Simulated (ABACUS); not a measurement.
A run of ABACUS 3.10.1 is set up as follows.

run_abacus.py

```python
"""Relaxation by an ASE optimiser with ABACUS as a small file-based calculator."""
import re
import subprocess
import numpy as np
from ase.calculators.calculator import Calculator, all_changes
from ase.filters import FrechetCellFilter
from ase.io import read
from ase.optimize import BFGSLineSearch
from ase.stress import full_3x3_to_voigt_6_stress
from ase.units import Bohr, GPa

atoms = read("W.xyz")
atoms = atoms[(-atoms.numbers).argsort(kind="stable")]  # ABACUS lists atoms element by element
pseudo = {'W': 'W_ONCV_PBE-1.2.upf'}
orbital = {}
magmoms = None
kmesh = [8, 8, 8]
params = {
    'suffix': 'W',
    'calculation': 'scf',
    'basis_type': 'pw',
    'pseudo_dir': './',
    'symmetry': 1,
    'dft_functional': 'MGGA_X_TPSS+MGGA_C_TPSS',
    'ecutwfc': 86,
    'pseudo_rcut': 10,
    'nspin': 1,
    'nbands': 18,
    'ks_solver': 'dav',
    'smearing_method': 'fd',
    'smearing_sigma': 0.00367493,
    'scf_thr': 1e-08,
    'scf_nmax': 100,
    'mixing_type': 'broyden',
    'mixing_beta': 0.7,
    'cal_force': 1,
    'cal_stress': 1,
    'mixing_tau': 1,
    'kpar': 4,
}

def write_input(atoms):
    symbols = atoms.get_chemical_symbols()
    elements = list(dict.fromkeys(symbols))
    lines = ["ATOMIC_SPECIES"] + [f"{e} {atoms.get_masses()[symbols.index(e)]:.4f} {pseudo[e]}" for e in elements]
    if orbital:
        lines += ["", "NUMERICAL_ORBITAL"] + [orbital[e] for e in elements]
    lines += ["", "LATTICE_CONSTANT", f"{1 / Bohr:.10f}", "", "LATTICE_VECTORS"]
    lines += [" ".join(f"{x:.10f}" for x in v) for v in atoms.cell]
    lines += ["", "ATOMIC_POSITIONS", "Direct"]
    for e in elements:
        lines += ["", e, "0.0", str(symbols.count(e))]
        for i, p in enumerate(atoms.get_scaled_positions(wrap=False)):
            if symbols[i] == e:
                mag = "" if magmoms is None else " mag " + " ".join(str(x) for x in (magmoms[i] if isinstance(magmoms[i], list) else [magmoms[i]]))
                lines.append(" ".join(f"{x:.10f}" for x in p) + " 1 1 1" + mag)
    open("STRU", "w").write("\n".join(lines) + "\n")
    open("KPT", "w").write("K_POINTS\n0\nGamma\n%d %d %d 0 0 0\n" % tuple(kmesh))
    open("INPUT", "w").write("INPUT_PARAMETERS\n" + "".join(f"{k:<20s}{v}\n" for k, v in params.items()))

class Abacus(Calculator):
    implemented_properties = ["energy", "free_energy", "forces", "stress"]

    def calculate(self, atoms=None, properties=("energy",), system_changes=all_changes):
        super().calculate(atoms, properties, system_changes)
        write_input(self.atoms)
        subprocess.run(['mpirun', '-np', '4', 'abacus'], check=True)
        log = open("OUT.W/running_scf.log").read()
        if "charge density convergence is achieved" not in log:
            raise RuntimeError("SCF not converged")
        rows = lambda title, n: np.array([l.split()[-3:] for l in log.split(title)[-1].split("\n")[2:2 + n]], float)
        energy = float(re.findall(r"FINAL_ETOT_IS (\S+)", log)[-1])
        stress = -rows("TOTAL-STRESS", 3) / 10 * GPa  # ABACUS prints kbar, compression positive
        self.results = dict(energy=energy, free_energy=energy, forces=rows("TOTAL-FORCE", len(self.atoms)), stress=full_3x3_to_voigt_6_stress(stress))

atoms.calc = Abacus()
opt = BFGSLineSearch(FrechetCellFilter(atoms), logfile="opt.log", trajectory="relax.traj")
print("optimiser converged:", opt.run(fmax=0.03, steps=60))
```

W.xyz

```xyz
1
Lattice="-1.5823450000 1.5823450000 1.5823450000 1.5823450000 -1.5823450000 1.5823450000 1.5823450000 1.5823450000 -1.5823450000" Properties=species:S:1:pos:R:3 pbc="T T T"
W      0.0000000000      0.0000000000      0.0000000000
```

Potentials or basis: SG15 ONCV 1.2 PBE, plane waves.

Run with:

```console
$ OMP_NUM_THREADS=1 python run_abacus.py > log
```

Question: Predict the relaxed volume.

Answer: 15.91 Å³/atom.

Question: Estimate the space group after relaxing (to 0.05 Å).

Answer: Im-3m (No. 229).

Final structure:
```yaml
crystal:
  lattice:
    - [-1.58431, 1.58431, 1.58431]
    - [1.58431, -1.58431, 1.58431]
    - [1.58431, 1.58431, -1.58431]
  atoms:
    - { symbol: W, position: [0.00000, 0.00000, 0.00000] }
```

Caveat: the potentials were made for another functional, which shifts forces and pressure. Spin-orbit coupling is left out, which matters for the levels of W.
